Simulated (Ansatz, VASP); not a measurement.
**Cu: VASP beside Ansatz**

```
Cu
1.0
    -1.41342    1.41342    1.41342
     1.41342   -1.41342    1.41342
     1.41342    1.41342   -1.41342
Cu
1
Direct
  0.00000 0.00000 0.00000
```

Change from the starting cell: volume scaled by 0.9405.

Alike in both runs: task single point; functional PBE; k mesh 16 × 16 × 16; occupations fermi-dirac, width 0.08 eV; no spin polarisation.

|  | VASP | Ansatz |
| --- | --- | --- |
| version | VASP 6.6.1 | Ansatz 0.2.0 |
| potentials or method | VASP PAW PBE potentials, release 64 (Cu), cutoff 520 eV | all-electron LAPW, scalar-relativistic |

|  | VASP | Ansatz | Ansatz less VASP |
| --- | --- | --- | --- |
| pressure (GPa) | 10.4 | 9.9 | -0.54 |

Ansatz ran all-electron here, so the differences hold the error of VASP's frozen core and of both bases.
